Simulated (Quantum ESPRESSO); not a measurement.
**Si2Mo: equation of state with PBEsol**

Crystal: Si2Mo.

```
Mo Si
1.0
    -1.60000    1.60000    3.93050
     1.60000   -1.60000    3.93050
     1.60000    1.60000   -3.93050
Mo Si
1 2
Direct
  0.00000 0.00000 0.00000
  0.66700 0.66700 0.00000
  0.33300 0.33300 0.00000
```

```json
{
  "Program": "Quantum ESPRESSO 7.5",
  "Task": "equation of state",
  "Functional": "PBEsol",
  "Potentials or basis": "GBRV 1.5 PBEsol",
  "Cutoff": "612 eV",
  "Density cutoff": "4898 eV",
  "k mesh": "12 × 12 × 12",
  "Occupations": "fermi-dirac, width 0.05 eV",
  "Spin": "no spin polarisation",
  "Mixing beta": "0.5",
  "Most SCF iterations": "120",
  "SCF threshold": "6e-10 Ry"
}
```

The equilibrium volume is 13.24 Å³/atom, the bulk modulus at fixed shape and positions is 223 GPa and the pressure derivative of the bulk modulus is 4.4.

Energy against volume, from the lowest point:
```tsv
volume (Å³/atom)	energy (meV/atom)
12.611	22.16
12.879	6.69
13.148	0.00
13.416	1.16
13.684	9.37
13.953	23.90
14.221	44.07
```

All runs of the series together: 6.9 min on 2 threads of Arm Neoverse V1, with other jobs on the host.

Caveat: the cell was scaled at fixed shape and fractional positions, which overstates the stiffness of a crystal with free parameters, most of all of layers and chains.
